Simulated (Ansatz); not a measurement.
Is this WSe3 stable against decomposition?

Level of theory: Ansatz, DFT PBE, scalar-relativistic, plane waves, PAW. All cells share a 420 eV cutoff and Γ-centred k meshes spaced at most about 0.3 Å⁻¹ (about 0.25 or finer for metals, 2π included). No spin polarisation.

The zero of energy is the elements' standard structures at the same level; no fitted shifts are applied.

All energies are static (0 K, no zero-point motion). Weakly bound directions are ill-defined at this level, which has no dispersion term (WSe3 Pmmn, WSe2 P6_3/mmc). These runs have no spin–orbit coupling, which can matter for W. The reference form of Se is held partly by dispersion forces, which this level lacks.

The competitors are the elements and 2 reference phases of this chemical system (from databases or known types: WSe2, WSe3), relaxed at the same level; other known phases may be missing.

The candidate was reached from: InAu3 type (Pmmn).

```
W Se
1.0
     3.32388    0.00000    0.00000
     0.00000    7.85740    0.00000
     0.00000    0.00000    7.87485
W Se
2 6
Cartesian
  1.6619 3.9287 4.1672
  0.0000 0.0000 3.7077
  0.0000 3.9287 6.1088
  1.6619 0.0000 1.7661
  0.0000 5.3645 2.6918
  1.6619 6.4216 5.1830
  0.0000 2.4929 2.6918
  1.6619 1.4358 5.1830
```

Task: Into what would it decompose?

Result: Its formation energy is -0.249 eV/atom. The lowest competing mixture at this composition is this:

```
phase         space group             source  share of atoms  ΔE_f (eV/atom)
   Se                   -            element          0.2500           0.000
 WSe2  P6_3/mmc (No. 194)  Materials Project          0.7500          -0.561
```

The mixture lies at -0.421 eV/atom, and the candidate lies 172 meV/atom above it (171 meV/atom from unrounded values). The candidate matches no cell in the subsets of the Crystallography Open Database and the Materials Project at hand. It is metastable at best. Whether it is a true minimum wasn't tested by phonons.
